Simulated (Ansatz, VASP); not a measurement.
This is a calculation of ZrC for VASP 6.6.1. 

INCAR

```
  PREC = Accurate
  ENCUT = 520
  EDIFF = 1E-6
  ISMEAR = 0
  SIGMA = 0.02
  LREAL = False
  LASPH = True
  NELM = 60
  ALGO = Normal
  ISIF = 2
  LWAVE = False
  LCHARG = True
  GGA = PE
  LELF = True
  LVHAR = True
```

Contents of KPOINTS:

```
regular mesh
0
Gamma
  10 10 10
```

The input POSCAR:

```
ZrC
1.0
    0.0000000000      2.3650000000      2.3650000000
    2.3650000000      0.0000000000      2.3650000000
    2.3650000000      2.3650000000      0.0000000000
Zr C
1 1
Direct
    0.5000000000      0.5000000000      0.5000000000
    0.0000000000      0.0000000000      0.0000000000
```

Potentials or basis: VASP PAW PBE potentials, release 54 (Zr_sv, C).

Command:

```console
$ cat potpaw_PBE.54/Zr_sv/POTCAR potpaw_PBE.54/C/POTCAR > POTCAR
$ mpirun -np 1 vasp_std > vasp.out
```

Problem. Set up the same calculation for Ansatz 0.2.0. Potentials or basis there: all-electron LAPW, scalar-relativistic.

Solution. As run (cutoffs and basis follow the program's own potentials, and thresholds, step limits or extra output files can differ):

input.yaml

```yaml
crystal:
  lattice:
    - [0.0, 2.365, 2.365]
    - [2.365, 0.0, 2.365]
    - [2.365, 2.365, 0.0]
  atoms:
    - { symbol: Zr, position: [0.5, 0.5, 0.5] }
    - { symbol: C, position: [0.0, 0.0, 0.0] }
kpoints:
  mp_grid: { grid: [10, 10, 10] }
scf:
  occupations: { method: gaussian, width: 0.02 }
hamiltonian:
  xc: pbe
  pseudopotentials: { kind: all_electron, lapw: { basis_error: 0.001 } }
output:
  forces: true
  stress: true
  eigenvalues: true
```

Potentials or basis: all-electron LAPW, scalar-relativistic.

The run is started by

```bash
$ ansatz run input.yaml --threads 1 --pin off --max-ram 3072MiB --backend cpu --events-out ev --progress --plain --runs-dir out
```

Both were run:

|  | VASP | Ansatz |
| --- | --- | --- |
| Pressure | -2.7 GPa | -2.9 GPa |

Where Ansatz's input types no cutoff or centring, it takes its own default and a Γ-centred mesh.

Pressure is positive in compression.
